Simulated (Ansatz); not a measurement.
## Li2Se (Fm-3m): gap, valleys and masses

```
Li Se
1.0
     0.00000    2.97238    2.97238
     2.97238    0.00000    2.97238
     2.97238    2.97238    0.00000
Li Se
2 1
Direct
  0.25000 0.25000 0.25000
  0.75000 0.75000 0.75000
  0.00000 0.00000 0.00000
```

Computed, not measured; unless marked otherwise by PBEsol, all-electron LAPW in Ansatz 0.2.0, with spin-orbit coupling. k mesh 6×6×6, fixed occupations, basis error target 1 meV/atom. The cell was relaxed by PAW under this functional.

Extrema are searched on a 8×8×8 mesh and refined by Newton steps; masses come from band slopes 0.005 Å⁻¹ away, 1/m* = (1/ħ²) d²E/dk², negative for holes (the finite step makes the lightest masses up to about 3 % heavy). k is in units of the reciprocal vectors.

(1) Where are the band edges, and is the gap direct?

(2) What are the electron masses at the edge?

(3) Several bands lie at or near the hole edge, or its surface isn't an ellipsoid. What are the masses by direction?

(4) What gap does PAW give in the same cell?

(5) What does spin-orbit coupling change?

Results:

(1) The valence maximum lies at Gamma (0.000, 0.000, 0.000) and the conduction minimum at X (0.000, -0.500, -0.500), so the Kohn-Sham gap of 2.686 eV is indirect; the least direct gap on the mesh is 3.233 eV. A further conduction extremum at Gamma (0.000, 0.000, 0.000) lies 0.547 eV from the edge (1 equivalent point).

(2) The principal masses are 0.305, 0.305, 0.613 mₑ. One valley has a density-of-states mass (m₁m₂m₃)^(1/3) = 0.385; 3 valleys give N^(2/3) times that, 0.801; the direction-averaged conductivity mass 3/Σ(1/mᵢ) is 0.367 mₑ.

(3) 

```json
{"direction": "100", "branch from the edge (spin pairs averaged)": "1", "its level at the point (eV from the edge)": "0.000", "m*/mₑ": "-0.755"}
{"direction": "100", "branch from the edge (spin pairs averaged)": "2", "its level at the point (eV from the edge)": "0.000", "m*/mₑ": "-0.407"}
{"direction": "100", "branch from the edge (spin pairs averaged)": "3", "its level at the point (eV from the edge)": "-0.394", "m*/mₑ": "-0.606"}
{"direction": "110", "branch from the edge (spin pairs averaged)": "1", "its level at the point (eV from the edge)": "0.000", "m*/mₑ": "-1.43"}
{"direction": "110", "branch from the edge (spin pairs averaged)": "2", "its level at the point (eV from the edge)": "0.000", "m*/mₑ": "-0.324"}
{"direction": "110", "branch from the edge (spin pairs averaged)": "3", "its level at the point (eV from the edge)": "-0.394", "m*/mₑ": "-0.606"}
{"direction": "111", "branch from the edge (spin pairs averaged)": "1", "its level at the point (eV from the edge)": "0.000", "m*/mₑ": "-1.8"}
{"direction": "111", "branch from the edge (spin pairs averaged)": "2", "its level at the point (eV from the edge)": "0.000", "m*/mₑ": "-0.31"}
{"direction": "111", "branch from the edge (spin pairs averaged)": "3", "its level at the point (eV from the edge)": "-0.394", "m*/mₑ": "-0.606"}
{"direction": "11-2", "branch from the edge (spin pairs averaged)": "1", "its level at the point (eV from the edge)": "0.000", "m*/mₑ": "-1.43"}
{"direction": "11-2", "branch from the edge (spin pairs averaged)": "2", "its level at the point (eV from the edge)": "0.000", "m*/mₑ": "-0.324"}
{"direction": "11-2", "branch from the edge (spin pairs averaged)": "3", "its level at the point (eV from the edge)": "-0.394", "m*/mₑ": "-0.606"}
```

(4) 2.686 eV, 0 meV from the LAPW value.

(5) The gap goes from 2.815 to 2.686 eV. The valence levels at the maximum lie at 0.000, 0.000, -0.394 eV (pairs).

Known limits: semilocal gaps are low, and what follows the gap (onsets, screening, light masses) shifts with it; the frozen-core PAW files of the compared runs were fitted under PBE, their cores solved anew for this functional.
